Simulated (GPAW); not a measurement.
Crystal: NaI.

```
I Na
1.0
     0.00000    3.23640    3.23640
     3.23640    0.00000    3.23640
     3.23640    3.23640    0.00000
I Na
1 1
Direct
  0.50000 0.50000 0.50000
  0.00000 0.00000 0.00000
```

- Program: GPAW 26.7.0
- Task: single point
- Functional: PBEsol
- Potentials or basis: PAW data sets generated in the run's folder for this functional
- Cutoff: 800 eV
- Basis: pw
- k mesh: 7 × 7 × 7
- Occupations: fermi-dirac, width 0.05 eV
- Spin: no spin polarisation

On this cell: pressure -0.5 GPa; largest force zero by symmetry; band gap on the k mesh 3.52 eV, direct.

The same run follows on a disturbed copy (atoms moved at random, drawn with an rms of 0.05 Å):

```xyz
2
Lattice="0.0000 3.2364 3.2364 3.2364 0.0000 3.2364 3.2364 3.2364 0.0000" Properties=species:S:1:pos:R:3 pbc="T T T"
I     3.2272    3.2274    3.2377
Na   -0.0071    0.0155    0.0537
```

What does the disturbed cell give?

The energy moves by +0.7 meV/atom; pressure -0.5 GPa; largest force 0.048 eV/Å; band gap on the k mesh 3.52 eV, direct.

Forces on the atoms (eV/Å):
```
I    0.002  0.020  0.044
Na  -0.002 -0.020 -0.044
```

Caveats: spin-orbit coupling is left out, which moves the levels of the heavy elements.

